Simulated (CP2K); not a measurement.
Ta:

```
Ta
1.0
     2.90037    0.00000    0.00000
    -1.45019    2.51180    0.00000
     0.00000    0.00000    5.16627
Ta
2
Direct
  0.33333 0.66667 0.25000
  0.66667 0.33333 0.75000
```

This isn't the form of Ta at room conditions, which is bcc.

Base run:

```yaml
Program: CP2K 2026.2
Functional: PBEsol
Potentials_or_basis: POTENTIAL_UZH Ta GTH-PBE-q13; TZVP-MOLOPT-PBE-GTH basis
Density_cutoff: 9184 eV
k_mesh: 11 × 11 × 5
Occupations: fermi-dirac, width 0.05 eV
Spin: no spin polarisation
```

Its results: band gap on the k mesh none (metal or under the smearing width); pressure -7.0 GPa.

Task: After a change of settings the same cell gave: band gap on the k mesh none (metal or under the smearing width); pressure -10.1 GPa. Which change was it?
A. functional from PBEsol to BEEF-vdW
B. functional from PBEsol to LDA
C. functional from PBEsol to PBE
D. functional from PBEsol to vdW-DF2

Result: B.

LDA binds more tightly than PBEsol, so the same cell stands under less pressure.

Caveats: the potentials were made for another functional, which shifts forces and pressure; spin-orbit coupling is left out, which moves the levels of the heavy elements; the basis of atomic orbitals isn't converged, which shifts pressures, moduli and gaps.
